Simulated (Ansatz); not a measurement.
Ag (P6_3/mmc) under several functionals

Plane-wave DFT in Ansatz with scalar-relativistic PAW potentials. The same structure was relaxed (cell and atoms, symmetry kept) in separate runs at each level. No spin polarisation.

```csv
level,cutoff (eV),k mesh,V (Å³/atom),a (Å),c (Å)
PBEsol,420,18×18×10,16.696,2.867,4.691
r2SCAN,500,18×18×10,17.334,2.904,4.748
PBE,420,18×18×10,17.891,2.934,4.799
```

Task: Where does LDA (420 eV, k mesh 18×18×10) fall?

Result: V (Å³/atom) 16.049, a (Å) 2.829, c (Å) 4.630. Its volume is the smallest of the set. The usual order of volumes, LDA < PBEsol < PBE, holds here (16.049, 16.696, 17.891 Å³/atom). As a rule LDA overbinds; PBEsol, built on the gradient expansion of slowly varying densities, lies between LDA and PBE; PBE's stronger gradient term for exchange weakens bonds. r2SCAN lies 3.1 % under PBE in volume.

This form isn't the element's structure at ambient conditions.